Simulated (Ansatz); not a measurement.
# Binding curve of graphene/h-GaN/graphene sandwich (62 atoms)

The cell holds 62 atoms: 48 C, 7 Ga and 7 N. Cell: a = 8.507 Å, b = 8.507 Å, c = 22.960 Å, α = 90.0°, β = 90.0°, γ = 120.0°. It derives from C and GaN. The starting structure: 12 cells of graphene (a = 2.46 Å, strained -0.17 %) and 7 cells of h-GaN (a = 3.21 Å, +0.17 %) on one hexagonal cell, twist 49.11 deg; facing planes 3.5, 3.46 Å apart; 16 Å of vacuum; displaced by a Gaussian of 0.01 Å. Regions: layer 1, 24 atoms (24 C); layer 2, 14 atoms (7 Ga and 7 N); layer 3, 24 atoms (24 C). Vacuum lies along c.

Calculated with Ansatz 0.2.0: Kohn-Sham DFT, LDA, PAW (set soft_2), plane waves; cutoff 420 eV, k-mesh 3×3×1, gaussian smearing of 0.05 eV. The upper part is moved rigidly along the normal by z from its relaxed place. Energies are the whole cell less its two frozen parts, over the face of 62.68 Å².

| shift z (Å) | interaction energy (meV/Å²) |
| --- | --- |
| -0.3 | -6.145 |
| +0.0 | -8.907 |
| +0.3 | -7.675 |
| +0.8 | ? |
| +1.6 | -1.193 |
| +3.0 | -0.1251 |

**Question.** Fit the universal binding curve to the rows given and interpolate to the withheld row.

Worked fit:

The universal binding curve is E(z) = −D (1 + z/l) exp(−z/l), whose curvature at z = 0 is D/l². The depth is D = 8.907 meV/Å². The three points about zero give the curvature [E(+0.3) + E(−0.3) − 2E(0)] / 0.3² = 44.38 meV/Å⁴, so l = √(D / curvature) = 0.448 Å. At z = 0.8 Å, z/l = 1.786.

Prediction at +0.8: -4.160 meV/Å². The run gave -4.270 meV/Å², so the fit is high by 0.11 meV/Å² (2.6 % of the value).

At the last row, z = 3 Å, the curve gives -0.0847 against -0.125 meV/Å² computed. Among the rows given, the largest miss of the fit is at -0.3, by 0.40 meV/Å² (4.5 % of the range of the table).

Limits: The parts are rigid, and they also feel their periodic images through the vacuum. The functional has no dispersion term, so long-range attraction between the parts is missing.

[Hosts, paths, dates, database ids (printed as entryN), source tags and the programs' standing remarks are cut or masked in the printed files.]
